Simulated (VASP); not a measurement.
**Sb under changes of volume**

One of the cells (29.750 Å³/atom); the others are scaled copies at fixed shape and fractional positions:

```xyz
2
Lattice="2.1607 1.2475 3.6792 -2.1607 1.2475 3.6792 0.0000 -2.4949 3.6792" Properties=species:S:1:pos:R:3 pbc="T T T"
Sb    0.0000    0.0000    8.4279
Sb    0.0000    0.0000    2.6096
```

| Quantity | Value |
| --- | --- |
| Program | VASP 6.6.1 |
| Functional | PBE |
| Dispersion | D3(BJ) |
| Potentials or basis | VASP PAW PBE potentials, release 64 (Sb) |
| Cutoff | 520 eV |
| k mesh | 8 × 8 × 8 |
| Occupations | fermi-dirac, width 0.05 eV |
| Spin | no spin polarisation |

```csv
volume (Å³/atom),energy over the lowest point (meV/atom),pressure (GPa),largest force (eV/Å)
28.560,?,?,?
29.155,2.36,1.3,0.077
29.750,0.00,0.0,0.016
30.345,2.10,-1.1,0.104
30.940,8.18,-2.1,0.187
```

Problem. What does the run at 28.560 Å³/atom give?

Solution. Energy over the lowest point 9.74 meV/atom; pressure 2.7 GPa; largest force 0.178 eV/Å.

Worked out: A Birch-Murnaghan fit of order 2 (a polynomial in V^(-2/3)) to the other rows has its minimum at 29.76 Å³/atom with B0 = V·E''(V) = 60 GPa at fixed shape and positions, which overstates the stiffness. It gives 9.60 meV/atom at 28.560 Å³/atom, against the run's 9.74, and -dE/dV = 2.7 GPa, against 2.7.

Energies are extrapolated to zero smearing.

Caveats: pairwise dispersion overbinds metals, which lowers pressure and volume.
